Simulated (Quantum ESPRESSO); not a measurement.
**Pb in Quantum ESPRESSO: the effect of functional**

The system is Pb.

```
Pb
1.0
     0.00000    2.47502    2.47502
     2.47502    0.00000    2.47502
     2.47502    2.47502    0.00000
Pb
1
Direct
  0.00000 0.00000 0.00000
```

Alike in all runs:

| Item | Value |
| --- | --- |
| Program | Quantum ESPRESSO 7.5 |
| Task | phonons |
| Cutoff | 762 eV |
| Density cutoff | 3048 eV |
| k mesh | 6 × 6 × 6 |
| Occupations | cold, width 0.2 eV |
| Spin | no spin polarisation |

Each run relaxes the cell or the atoms first.

```tsv
functional	potentials or basis	relaxed volume (Å³/atom)	highest phonon frequency (cm⁻¹)
LDA	PseudoDojo 0.4.1 SR LDA standard	29.59	69
PBE	PseudoDojo 0.4.1 SR PBE standard	32.82	59
PBEsol	PseudoDojo 0.4.1 SR PBEsol standard	30.67	67
WC	PseudoDojo 0.4.1 SR PBE standard	30.74	67
revPBE	PseudoDojo 0.4.1 SR PBE standard	?	?
RPBE	PseudoDojo 0.4.1 SR PBE standard	34.20	53
vdW-DF-cx	PseudoDojo 0.4.1 SR PBE standard	30.90	69
```

What does the run with functional revPBE give?

Relaxed volume 33.80 Å³/atom; highest phonon frequency 55 cm⁻¹.

Caveats: all runs use coarse meshes; the mesh is thin for the phonons of a metal; the potentials were made for another functional, which shifts forces and pressure (some runs).
